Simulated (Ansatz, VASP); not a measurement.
# ZrB: VASP beside Ansatz

Contents of POSCAR:

```
ZrB
1.0
    3.0286718549      0.0000000000      0.0000000000
    0.0000000000      3.0286718549      0.0000000000
    0.0000000000      0.0000000000      3.0286718549
Zr B
1 1
Direct
    0.0000000000      0.0000000000      0.0000000000
    0.5000000000      0.5000000000      0.5000000000
```

File INCAR.step1:

```
PREC = Accurate
ENCUT = 600
ISMEAR = 0
SIGMA = 0.1
LREAL = F
LASPH = T
NELM = 100
GGA = PE
ALGO = Normal
EDIFF = 1E-4
LWAVE = T
LCHARG = F
```

The input INCAR.step2:

```
PREC = Accurate
ENCUT = 600
EDIFF = 1E-7
ISMEAR = 0
SIGMA = 0.1
LREAL = F
LASPH = T
NELM = 100
ALGO = Normal
ISIF = 3
LWAVE = F
LCHARG = F
METAGGA = R2SCAN
LMIXTAU = T
IBRION = 2
NSW = 100
EDIFFG = -0.01
ISTART = 1
```

Contents of KPOINTS:

```
Automatic mesh
0
Gamma
  18 18 18
```

Input for Ansatz:

```yaml
crystal:
  lattice:
    - [3.0286718549, 0.0, 0.0]
    - [0.0, 3.0286718549, 0.0]
    - [0.0, 0.0, 3.0286718549]
  atoms:
    - { symbol: Zr, position: [0.0, 0.0, 0.0] }
    - { symbol: B, position: [0.5, 0.5, 0.5] }
basis:
  ecutwfc: 500
kpoints:
  mp_grid: { grid: [18, 18, 18] }
hamiltonian:
  xc: r2scan
scf:
  occupations: { method: gaussian, width: 0.1 }
output:
  forces: true
  stress: true
  eigenvalues: true
relax:
  adjacent_minimum: "off"
  f_tol: 0.01
  max_steps: 80
  cell: { stress_tol: 0.05 }
```

Alike in both runs: task relaxation of cell and atoms; functional r2SCAN; k mesh 18 × 18 × 18; occupations gaussian, width 0.1 eV; no spin polarisation.

|  | VASP | Ansatz |
| --- | --- | --- |
| version | VASP 6.6.1 | Ansatz 0.2.0 |
| potentials or method | VASP PAW PBE potentials, release 64 (Zr_sv, B) | scalar-relativistic, plane waves, PAW |
| plane-wave cutoff (eV) | 600 | 500 |
| valence electrons in the cell | 15 | 15 |

|  | VASP | Ansatz | Ansatz less VASP |
| --- | --- | --- | --- |
| gap on the k mesh at the Fermi level, each at its own relaxed structure (eV) | none | none | - |
| relaxed volume (Å³/atom) | 13.87 | 13.87 | -0.003 |
| relaxed cell length with the largest relative difference (Å) | 3.027 | 3.027 | -0.0002 |

A gap of «none» marks a metal or a gap that the smearing closes.

Caveats: the PAW data sets were made with another functional, which shifts forces and pressure a little (VASP).
